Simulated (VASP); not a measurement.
Write the native input for VASP 6.6.1 that does the following.

```
Task                   : band structure
Functional             : PBE
Potentials or basis    : VASP PAW PBE potentials, release 64 (Ag)
Cutoff                 : 520 eV
k mesh                 : 16 × 16 × 16
Occupations            : fermi-dirac, width 0.05 eV
Spin                   : non-collinear spin, zero start, spin-orbit coupling
Starting moments       : [[0.0, 0.0, 0.0]] μB
Hubbard terms          : Ag d U = 4 eV
Further INCAR settings : ALGO = Normal; EDIFF = 1e-06; NBANDS = 22
```

The structure of Ag lies in POSCAR:

```
Ag
1.0
    0.0000000000      2.0426500000      2.0426500000
    2.0426500000      0.0000000000      2.0426500000
    2.0426500000      2.0426500000      0.0000000000
Ag
1
Direct
    0.0000000000      0.0000000000      0.0000000000
```

The input as run:

INCAR

```
SYSTEM = Ag
  ALGO = Normal
  EDIFF = 1E-6
  ENCUT = 520
  GGA = PE
  GGA_COMPAT = .False.
  ISIF = 2
  ISMEAR = -1
  LASPH = .True.
  LCHARG = .False.
  LDAU = .True.
  LDAUJ = 0
  LDAUL = 2
  LDAUPRINT = 1
  LDAUTYPE = 2
  LDAUU = 4
  LMAXMIX = 4
  LNONCOLLINEAR = .True.
  LORBIT = 11
  LREAL = .False.
  LSORBIT = .True.
  LWAVE = .False.
  MAGMOM = 0 0 0
  NBANDS = 22
  NELM = 80
  PREC = Accurate
  SIGMA = 0.05
```

KPOINTS

```
k-points
0
Gamma
  16 16 16
  0 0 0
```

KPOINTS_OPT

```
explicit points
21
Reciprocal
 0.0000000000  0.0000000000  0.0000000000 1
 0.0500000000  0.0500000000  0.0500000000 1
 0.1000000000  0.1000000000  0.1000000000 1
 0.1500000000  0.1500000000  0.1500000000 1
 0.2000000000  0.2000000000  0.2000000000 1
 0.2500000000  0.2500000000  0.2500000000 1
 0.3000000000  0.3000000000  0.3000000000 1
 0.3500000000  0.3500000000  0.3500000000 1
 0.4000000000  0.4000000000  0.4000000000 1
 0.4500000000  0.4500000000  0.4500000000 1
 0.5000000000  0.5000000000  0.5000000000 1
 0.0500000000  0.0500000000  0.0000000000 1
 0.1000000000  0.1000000000  0.0000000000 1
 0.1500000000  0.1500000000  0.0000000000 1
 0.2000000000  0.2000000000  0.0000000000 1
 0.2500000000  0.2500000000  0.0000000000 1
 0.3000000000  0.3000000000  0.0000000000 1
 0.3500000000  0.3500000000  0.0000000000 1
 0.4000000000  0.4000000000  0.0000000000 1
 0.4500000000  0.4500000000  0.0000000000 1
 0.5000000000  0.5000000000  0.0000000000 1
```

Potentials or basis: VASP PAW PBE potentials, release 64 (Ag).

Launch:

```console
$ cat potpaw_PBE.64/Ag/POTCAR > POTCAR
$ mpirun -np 1 vasp_ncl > vasp.out
```

Results of the run:

```
Pressure                                              : 3.5 GPa
Net moment                                            : 0.00 μB per cell
Valence electrons inside the program's atomic spheres : Ag 10.03
```

Caveat: the U is typed as a test and isn't derived for this compound.

Run time: 83 s on 1 thread of AMD EPYC 9R14 (Zen 4), with other jobs on the host, peak memory 0.27 GiB.
